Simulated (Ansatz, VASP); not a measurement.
# Br in VASP and in Ansatz

```
Br
1.0
     3.25186    0.00000    0.00000
    -1.62593    2.81620    0.00000
     0.00000    0.00000    4.30503
Br
2
Direct
  0.33333 0.66667 0.25000
  0.66667 0.33333 0.75000
```

Change from the starting cell: volume scaled by 0.76, LAPW.

Alike in both runs: task single point; functional PBEsol; k mesh 14 × 14 × 8; occupations fermi-dirac, width 0.1 eV; no spin polarisation.

|  | VASP | Ansatz |
| --- | --- | --- |
| version | VASP 6.6.1 | Ansatz 0.2.0 |
| potentials or method | VASP PAW PBE potentials, release 64 (Br), cutoff 520 eV | all-electron LAPW, scalar-relativistic |

```csv
,VASP,Ansatz,Ansatz less VASP
pressure (GPa),16.0,16.0,-0.07
```

Ansatz ran all-electron here, so the differences hold the error of VASP's frozen core and of both bases.

Caveats: so large a pressure means that the cell lies far from this level's equilibrium, or that cutoff or potentials fall short (VASP); the potentials were made for another functional, which shifts forces and pressure (VASP).
